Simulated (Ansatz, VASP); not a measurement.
# One calculation of BN (Qingsongite), two programs

```
CELL_PARAMETERS angstrom
0.00000 1.83030 1.83030
1.83030 0.00000 1.83030
1.83030 1.83030 0.00000
ATOMIC_POSITIONS crystal
B 0.00000 0.00000 0.00000
N 0.25000 0.25000 0.25000
```

Alike in both runs: task single point; functional PBE; k mesh 10 × 10 × 10; no spin polarisation.

|  | VASP | Ansatz |
| --- | --- | --- |
| version | VASP 6.6.1 | Ansatz 0.2.0 |
| potentials or method | VASP PAW PBE potentials, release 64 (B, N) | plane waves, PAW |
| plane-wave cutoff (eV) | 520 | 420 |
| occupations | gaussian, width 0.01 eV | fixed |
| valence electrons in the cell | 8 | 8 |

|  | VASP | Ansatz | Ansatz less VASP |
| --- | --- | --- | --- |
| gap on the k mesh at the Fermi level (eV) | 4.42 | 4.43 | +0.011 |
| pressure (GPa) | -10.2 | -10.4 | -0.16 |

A k mesh can miss the band edges. As with any semilocal functional, this PBE gap is likely too small.
